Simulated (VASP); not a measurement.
Si, 2 atoms in the cell. Symmetry: Fd-3m, No. 227, cubic system. Conventional cell: a = 5.444 Å, b = 5.444 Å, c = 5.444 Å, α = 90.00°, β = 90.00°, γ = 90.00°. Around Si (site symmetry -43m) lie 4 Si at 2.36 Å. 

- Program: VASP 6.6.1
- Task: relaxation of cell and atoms
- Functional: revPBE
- Dispersion: dDsC
- Potentials or basis: VASP PAW PBE potentials, release 64 (Si)
- Cutoff: 600 eV
- k mesh: 8 × 8 × 8
- Occupations: fermi-dirac, width 0.05 eV
- Spin: no spin polarisation
- Further INCAR settings: ALGO = Normal; EDIFF = 1e-06; IBRION = 2; EDIFFG = -0.01; NSW = 40; ISIF = 3

Potentials or basis: VASP PAW PBE potentials, release 64 (Si).

Command:

```sh
$ cat potpaw_PBE.64/Si/POTCAR > POTCAR
$ mpirun -np 1 vasp_std > vasp.out
```

Hardware: 1 thread of Intel(R) Xeon(R) Platinum 8375C CPU @ 2.90GHz (Ice Lake), on a shared host.

**Question.** Estimate the wall time of this run.

**Answer.** Wall time 26 s on 1 thread of Intel(R) Xeon(R) Platinum 8375C CPU @ 2.90GHz (Ice Lake), with other jobs on the host, peak memory 0.17 GiB. Counts: scf iterations 24, k points 29, ion steps 3.
